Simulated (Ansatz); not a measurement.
# C (Fd-3m) in Ansatz: a series of runs

One crystal, C, is run at these levels: PBE+D3(BJ); tasks: single point, equation of state.

Program: Ansatz 0.2.0. These are calculated values, not measurements. Logs are shortened: lines on timing, memory, paths and dates and some standing lists are left out, and cuts for length are marked.

**Measured values to compare with.**

From “Equation of state of cubic boron nitride at high pressures and temperatures”, 2007, arxiv:cond-mat/0702656, for a bulk crystal of C: bulk modulus 442 ± 5 GPa.

How close the calculation comes is told below.

**1. Starting point**

Symmetry: Fd-3m, No. 227, cubic system. Conventional cell: a = 3.567 Å, b = 3.567 Å, c = 3.567 Å, α = 90.00°, β = 90.00°, γ = 90.00°. Around C (site symmetry -43m) lie 4 C at 1.54 Å.

This isn't the form of C at room conditions, which is graphite.

**2. Single point, PBE+D3(BJ), 5.33 Å³/atom (volume scaled by 0.94)**

Input file input.yaml:

```yaml
crystal:
  lattice:
    - [0.0, 1.7469644787, 1.7469644787]
    - [1.7469644787, 0.0, 1.7469644787]
    - [1.7469644787, 1.7469644787, 0.0]
  atoms:
    - { symbol: C, position: [0.75, 0.75, 0.75] }
    - { symbol: C, position: [0.5, 0.5, 0.5] }
hamiltonian:
  xc: pbe
  pseudopotentials: { kind: paw }
  dispersion: d3bj
kpoints:
  mp_grid: { grid: [13, 13, 13] }
scf:
  occupations: { method: fermi_dirac, width: 0.05 }
output:
  forces: true
  stress: true
  eigenvalues: true
```

Potentials or basis: Ansatz PAW.

The run is started by

```console
$ ansatz run input.yaml --threads 2 --pin off --max-ram 5120MiB --backend cpu --events-out ev --progress --plain --runs-dir out
```

Standard output:

```text
Warning: RAYON_NUM_THREADS=2 ignored (pool sized by the plan → 2); use --threads N
Engine: ansatz 0.2.0, aarch64-unknown-linux-gnu
Pseudopotentials: kind: paw
Pseudopotential: C, paw, valence charge 4, recommended cutoff 420 eV (normal), C.paw.azcp
Functional definition: PBE
  parameter kappa = 0.804
  parameter beta = 0.06672455060314922
  exchange = pbe_x(kappa = kappa, mu = beta*pi^2/3)
  correlation = pbe_c(beta = beta)
Crystal: 2 atoms, lattice volume = 10.663 Å³
Basis set: ecut = 420 eV, 181 PW (Γ), exchange–correlation on 36×36×36 points (8 copies of the dense FFT grid, shifted against one another)
Bands: 8, of which v1, the nominal top of the filled ones, is band 4 counted from 1 (3 counted from 0)
Symmetry: 48 space group operations
Space group: Fd-3m (ITA 227), of the structure as read, at distance tolerance 2.2e-5 Å
k-points: 84 of 2197
Non-local potential: C, projectors of the file, l = 0: 2, l = 1: 2, l = 2: 1
PAW form: soft (Blöchl's): semilocal exchange-correlation on the pseudo side does not see the compensation charge
PAW one-centre angular grid: C, 110 points (default); XC on 64 Gauss nodes
Initial density: superposition of atomic densities (neutral atoms: chi_scale 0, normalization atom), corrected by the library's trained network
Initial wavefunctions: pseudopotential atomic-orbital guess
Functional: x = pbe(κ = 0.804, μ = 0.2195149727645171), c = pbe(β = 0.06672455060314922)
SCF iter   1: F=—  HF=-501.953009 eV  |F-HF|=—  |Δ(HF+E_count)|=         —  Δρ=2.86e-3  dr2=2.99e-4  ethr=1.77e-3  ⟨swp⟩=4.7  Hψ=4343  notcnv=0
preconditioner: auto → none  [insulator: Δε(μ)=4.282 eV  Ē_g=20.556 eV  σ=0.050 eV  W_gap=1.00  n_scr=0 (ndim 8)  ℏωp=32.2 eV  f_vac=0.000  D(μ)=0.00/eV (n_scr^D=0)  ε∞_Penn≈3.4]
SCF iter   2: F=—  HF=-501.953161 eV  |F-HF|=—  |Δ(HF+E_count)|=   1.52e-4  Δρ=1.23e-3  dr2=3.73e-5  ethr=3.74e-6  ⟨swp⟩=2.4  Hψ=1661  notcnv=0
SCF iter   3: F=—  HF=-501.953240 eV  |F-HF|=—  |Δ(HF+E_count)|=   7.95e-5  Δρ=2.24e-4  dr2=9.66e-7  ethr=4.66e-7  ⟨swp⟩=2.6  Hψ=1032  notcnv=0
iter 4 did not close the SCF: its close was put off for the readings that it lacked (scf_convergence_deferred on its scf_iter line)
SCF iter   4: F=-501.953243 eV  HF=-501.953243 eV  |F-HF|=1.79e-9  |Δ(HF+E_count)|=   3.06e-6  Δρ=1.15e-5  dr2=7.91e-9  ethr=1.21e-8  ⟨swp⟩=2.4  Hψ=977  notcnv=0
iter 5 did not close the SCF: its close was put off for the readings that it lacked (scf_convergence_deferred on its scf_iter line)
SCF iter   5: F=-501.953243 eV  HF=-501.953243 eV  |F-HF|=1.43e-10  |Δ(HF+E_count)|=   3.03e-9  Δρ=1.21e-6  dr2=4.69e-11  ethr=9.89e-11  ⟨swp⟩=2.5  Hψ=984  notcnv=0
SCF iter   6: F=-501.953243 eV  HF=-501.953243 eV  |F-HF|=4.55e-13  |Δ(HF+E_count)|=  1.65e-10  Δρ=4.49e-8  dr2=1.13e-13  ethr=1.00e-12  ⟨swp⟩=1.0  Hψ=1960  notcnv=0
SCF 1 converged in 6 iterations: F = -501.953243 eV  dr2 = 1.13e-13
SCF converged after 6 iterations
Free energy (F): -501.953243 eV
Harris-Foulkes:  -501.953243 eV  (|F-HF|=4.55e-13)
Internal energy: -501.953243 eV  (E = F + TS)
E sigma→0 (E₀):  -501.953243 eV
Fermi energy:    16.582499 eV
--- Per-component energies (eV) ---
  E_band       = 40.735588
  E_kinetic    = 188.916137
  E_local      = -117.901135  (includes V_loc(G=0)·N_el)
  E_nonlocal   = 54.121520
  E_hartree    = 25.918256
  E_xc         = -98.557870
  E_vxc        = -122.435817  (∫ρ·V_xc dr)
  E_paw        = -198.830490  (= ΣΔE_a)
  E_vpaw       = -13.801646  (= ΣTr[D̂ρ^β])
  E_aug_tail   = 0.000013  (compensation charges beyond the density's cutoff)
  E_ewald      = -355.212636
  E_disp       = -0.407040  (pairwise vdW)
  E_smearing   = -0.000000  (= −TS)
  E_closure    = 0.000000  (closes the sum)
  Σ components = -501.953243   (vs F -501.953243, Δ=0.00e0)
--- Forces (eV/Å), atoms counted from 1 ---
  atom   1  C      0.00000000     0.00000000     0.00000000
  atom   2  C      0.00000000     0.00000000     0.00000000
  max |Σ_I F_I| component: 1.11e-16 eV/Å
--- Stress (GPa, compression-positive) ---
       26.106780      -0.000000       0.000000
        0.000000      26.106780      -0.000000
        0.000000      -0.000000      26.106780
  P = ⅓ Tr σ = 26.1068 GPa (261.068 kbar)
--- Band table (eV; the first three rows and the last of 84) ---
  k-point 0: bands = ["-7.8684", "14.4610", "14.4610", "14.4610", "20.2280", "20.2280", "20.2280", "29.1770"]
  k-point 1: bands = ["-7.6976", "13.3392", "14.1616", "14.1616", "20.6182", "20.6182", "20.9194", "29.2779"]
  k-point 2: bands = ["-7.1867", "10.9653", "13.4917", "13.4917", "21.4976", "21.4976", "22.0813", "29.5650"]
  k-point 83: bands = ["1.2877", "2.7977", "5.2553", "6.2829", "24.8984", "25.1112", "27.3516", "28.6113"]
```

Wall time 0.32 s (2 threads of Arm Neoverse V2, shared host); peak memory 0.24 GiB.

Results:

```
Free energy            : -501.9532 eV
Pressure               : 26.1 GPa
Band gap on the k mesh : 4.29 eV, indirect (least direct gap 5.77 eV)
```

Caveat: odd divisions of the mesh miss points on the zone boundary, where band edges often lie, so the gap on the mesh can be too wide; the pressure holds a Pulay correction of +1.0 GPa for the finite cutoff.

**3. Single point, PBE+D3(BJ), 5.44 Å³/atom (volume scaled by 0.96)**

Changes to input.yaml since step 2:

```diff
@@ -2,5 +2,5 @@
   lattice:
-    - [0.0, 1.7469644787, 1.7469644787]
-    - [1.7469644787, 0.0, 1.7469644787]
-    - [1.7469644787, 1.7469644787, 0.0]
+    - [0.0, 1.7592674508, 1.7592674508]
+    - [1.7592674508, 0.0, 1.7592674508]
+    - [1.7592674508, 1.7592674508, 0.0]
   atoms:
```

Potentials or basis: Ansatz PAW.

The run is started by

```console
$ ansatz run input.yaml --threads 2 --pin off --max-ram 5120MiB --backend cpu --events-out ev --progress --plain --runs-dir out
```

Run time: 0.32 s. Hardware: 2 threads of Arm Neoverse V2, shared host; peak memory 0.24 GiB.

It converged, with:

* Free energy: -501.9825 eV
* Pressure: 15.3 GPa
* Band gap on the k mesh: 4.24 eV, indirect (least direct gap 5.71 eV)

Caveat: odd divisions of the mesh miss points on the zone boundary, where band edges often lie, so the gap on the mesh can be too wide; the pressure holds a Pulay correction of +1.0 GPa for the finite cutoff.

**4. Single point, PBE+D3(BJ), 5.56 Å³/atom (volume scaled by 0.98)**

Changes to input.yaml since step 3:

```diff
@@ -2,5 +2,5 @@
   lattice:
-    - [0.0, 1.7592674508, 1.7592674508]
-    - [1.7592674508, 0.0, 1.7592674508]
-    - [1.7592674508, 1.7592674508, 0.0]
+    - [0.0, 1.7714007132, 1.7714007132]
+    - [1.7714007132, 0.0, 1.7714007132]
+    - [1.7714007132, 1.7714007132, 0.0]
   atoms:
@@ -20 +20,5 @@
   eigenvalues: true
+  write_density: true
+  write_potential: true
+  elf: true
+  volumetric_format: npy
```

The run is started by

```console
$ ansatz run input.yaml --threads 2 --pin off --max-ram 5120MiB --backend cpu --events-out ev --progress --plain --runs-dir out
```

Wall time 0.42 s (2 threads of Arm Neoverse V2, shared host); peak memory 0.25 GiB.

Results (log left out):

| Property | Result |
| --- | --- |
| Free energy | -501.9969 eV |
| Pressure | 5.4 GPa |
| Band gap on the k mesh | 4.20 eV, indirect (least direct gap 5.65 eV) |

Caveat: odd divisions of the mesh miss points on the zone boundary, where band edges often lie, so the gap on the mesh can be too wide; the pressure holds a Pulay correction of +1.0 GPa for the finite cutoff.

**5. Single point, PBE+D3(BJ), 5.67 Å³/atom**

Input file input.yaml:

```yaml
crystal:
  lattice:
    - [0.0, 1.78337, 1.78337]
    - [1.78337, 0.0, 1.78337]
    - [1.78337, 1.78337, 0.0]
  atoms:
    - { symbol: C, position: [0.75, 0.75, 0.75] }
    - { symbol: C, position: [0.5, 0.5, 0.5] }
hamiltonian:
  xc: pbe
  pseudopotentials: { kind: paw }
  dispersion: d3bj
kpoints:
  mp_grid: { grid: [13, 13, 13] }
scf:
  occupations: { method: fermi_dirac, width: 0.05 }
output:
  forces: true
  stress: true
  eigenvalues: true
```

The run is started by

```console
$ ansatz run input.yaml --threads 2 --pin off --max-ram 5120MiB --backend cpu --events-out ev --progress --plain --runs-dir out
```

Run time: 0.32 s. Hardware: 2 threads of Arm Neoverse V2, shared host; peak memory 0.24 GiB.

It converged, with:

```
Free energy            : -501.9982 eV
Pressure               : -3.6 GPa
Band gap on the k mesh : 4.15 eV, indirect (least direct gap 5.59 eV)
```

Caveat: odd divisions of the mesh miss points on the zone boundary, where band edges often lie, so the gap on the mesh can be too wide; the pressure holds a Pulay correction of +1.0 GPa for the finite cutoff.

**6. Single point, PBE+D3(BJ), 5.79 Å³/atom (volume scaled by 1.02)**

Changes to input.yaml since step 5:

```diff
@@ -2,5 +2,5 @@
   lattice:
-    - [0.0, 1.78337, 1.78337]
-    - [1.78337, 0.0, 1.78337]
-    - [1.78337, 1.78337, 0.0]
+    - [0.0, 1.7951807415, 1.7951807415]
+    - [1.7951807415, 0.0, 1.7951807415]
+    - [1.7951807415, 1.7951807415, 0.0]
   atoms:
```

Potentials or basis: Ansatz PAW.

The run is started by

```console
$ ansatz run input.yaml --threads 2 --pin off --max-ram 5120MiB --backend cpu --events-out ev --progress --plain --runs-dir out
```

Run time: 0.33 s. Hardware: 2 threads of Arm Neoverse V2, shared host; peak memory 0.24 GiB.

The run converged. Its results:

```
Free energy            : -501.9872 eV
Pressure               : -11.8 GPa
Band gap on the k mesh : 4.11 eV, indirect (least direct gap 5.54 eV)
```

Caveat: odd divisions of the mesh miss points on the zone boundary, where band edges often lie, so the gap on the mesh can be too wide; the pressure holds a Pulay correction of +1.0 GPa for the finite cutoff.

**7. Single point, PBE+D3(BJ), 5.90 Å³/atom (volume scaled by 1.04)**

Changes to input.yaml since step 6:

```diff
@@ -2,5 +2,5 @@
   lattice:
-    - [0.0, 1.7951807415, 1.7951807415]
-    - [1.7951807415, 0.0, 1.7951807415]
-    - [1.7951807415, 1.7951807415, 0.0]
+    - [0.0, 1.806838086, 1.806838086]
+    - [1.806838086, 0.0, 1.806838086]
+    - [1.806838086, 1.806838086, 0.0]
   atoms:
```

The run is started by

```console
$ ansatz run input.yaml --threads 2 --pin off --max-ram 5120MiB --backend cpu --events-out ev --progress --plain --runs-dir out
```

Run time: 0.33 s. Hardware: 2 threads of Arm Neoverse V2, shared host; peak memory 0.24 GiB.

It converged, with:

| Quantity | Value |
| --- | --- |
| Free energy | -501.9652 eV |
| Pressure | -19.2 GPa |
| Band gap on the k mesh | 4.07 eV, indirect (least direct gap 5.49 eV) |

Caveat: odd divisions of the mesh miss points on the zone boundary, where band edges often lie, so the gap on the mesh can be too wide; the pressure holds a Pulay correction of +1.0 GPa for the finite cutoff.

**8. Single point, PBE+D3(BJ), 6.01 Å³/atom (volume scaled by 1.06)**

Changes to input.yaml since step 7:

```diff
@@ -2,5 +2,5 @@
   lattice:
-    - [0.0, 1.806838086, 1.806838086]
-    - [1.806838086, 0.0, 1.806838086]
-    - [1.806838086, 1.806838086, 0.0]
+    - [0.0, 1.8183469191, 1.8183469191]
+    - [1.8183469191, 0.0, 1.8183469191]
+    - [1.8183469191, 1.8183469191, 0.0]
   atoms:
```

The run is started by

```console
$ ansatz run input.yaml --threads 2 --pin off --max-ram 5120MiB --backend cpu --events-out ev --progress --plain --runs-dir out
```

Run time: 0.33 s. Hardware: 2 threads of Arm Neoverse V2, shared host; peak memory 0.24 GiB.

It converged, with:

| Property | Result |
| --- | --- |
| Free energy | -501.9330 eV |
| Pressure | -26.0 GPa |
| Band gap on the k mesh | 4.03 eV, indirect (least direct gap 5.44 eV) |

Caveat: odd divisions of the mesh miss points on the zone boundary, where band edges often lie, so the gap on the mesh can be too wide; the pressure holds a Pulay correction of +1.0 GPa for the finite cutoff.

**9. Equation of state, PBE+D3(BJ)**

Potentials or basis: Ansatz PAW.

No new run: the results of the series are fitted here.

What came out:

```
Equilibrium volume                      : 5.63 Å³/atom
Bulk modulus                            : 442 GPa
Pressure derivative of the bulk modulus : 3.6
```

Energy against volume, from the lowest point:
| volume (Å³/atom) | energy (meV/atom) |
| --- | --- |
| 5.332 | 22.46 |
| 5.445 | 7.85 |
| 5.558 | 0.62 |
| 5.672 | 0.00 |
| 5.785 | 5.50 |
| 5.899 | 16.50 |
| 6.012 | 32.56 |

**10. Against experiment**

Step 9. A measured bulk modulus of C is 442 GPa (quoted in “Equation of state of cubic boron nitride at high pressures and temperatures”, 2007, arxiv:cond-mat/0702656); the calculated 442 GPa misses it by -0.1 %. 3 values of this kind are on record (442 to 444.8 GPa); this one was drawn at random among those near their median, those with a stated uncertainty first. The fit is for a static lattice scaled at fixed shape and fixed fractional positions. The cell as given is a measured one (5.67 Å³/atom); PBE+D3(BJ) puts the equilibrium volume -0.8 % from it, thermal expansion not counted.
